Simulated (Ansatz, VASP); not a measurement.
# Two plane-wave programs on H2

```xyz
2
Lattice="10.0000 0.0000 0.0000 0.0000 10.3000 0.0000 0.0000 0.0000 10.6000" Properties=species:S:1:pos:R:3 pbc="T T T"
H     5.0000    5.0000    4.6209
H     5.0000    5.0000    5.3791
```

Alike in both runs: functional PBEsol; k mesh 1 × 1 × 1; occupations gaussian, width 0.01 eV; no spin polarisation.

Ansatz relaxed the structure, and its values are those at the end. VASP's run is a single point on that final structure, the one shown.

|  | VASP | Ansatz |
| --- | --- | --- |
| version | VASP 6.6.1 | Ansatz 0.2.0 |
| potentials or method | VASP PAW PBE potentials, release 64 (H) | scalar-relativistic, plane waves, PAW |
| plane-wave cutoff (eV) | 520 | 420 |
| valence electrons in the cell | 2 | 2 |

|  | VASP | Ansatz | Ansatz less VASP |
| --- | --- | --- | --- |
| gap on the k mesh at the Fermi level (eV) | 9.97 | 9.97 | -0.001 |
| least direct gap on the mesh (eV) | 9.97 | 9.97 | -0.001 |

 As with any semilocal functional, this PBEsol gap is likely too small.
